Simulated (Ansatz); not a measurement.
TiSe under changes of volume

One of the cells (17.058 Å³/atom); the others are scaled copies at fixed shape and fractional positions:

```
CELL_PARAMETERS angstrom
3.55900 0.00000 0.00000
-1.77950 3.08218 0.00000
0.00000 0.00000 6.22000
ATOMIC_POSITIONS crystal
Se 0.66667 0.33333 0.75000
Se 0.33333 0.66667 0.25000
Ti 0.00000 0.00000 0.50000
Ti 0.00000 0.00000 0.00000
```

```yaml
Program: Ansatz 0.2.0
Functional: r2SCAN
Potentials_or_basis: Ansatz PAW
Cutoff: "500 eV (not typed: the program's choice for these potentials)"
k_mesh: 9 × 9 × 5
Occupations: fermi-dirac, width 0.05 eV
Spin: no spin polarisation
```

```tsv
volume (Å³/atom)	energy over the lowest point (meV/atom)	pressure (GPa)
16.034	57.23	13.2
16.375	33.11	9.7
16.716	?	?
17.058	5.18	3.8
17.399	0.04	1.3
17.740	0.00	-1.0
18.081	4.55	-3.1
```

Q: What does the run at 16.716 Å³/atom give?

A: Energy over the lowest point 15.99 meV/atom; pressure 6.6 GPa.

Worked out: A Birch-Murnaghan fit of order 3 (a polynomial in V^(-2/3)) to the other rows has its minimum at 17.57 Å³/atom with B0 = V·E''(V) = 117 GPa and B' = 4.4 at fixed shape and positions, which overstates the stiffness. It gives 16.01 meV/atom at 16.716 Å³/atom, against the run's 15.99, and -dE/dV = 6.5 GPa, against 6.6.

Energies are extrapolated to zero smearing.

Caveats: the PAW data sets come from PBE, with cores solved anew for the run's functional, which leaves a small shift of forces and pressure.
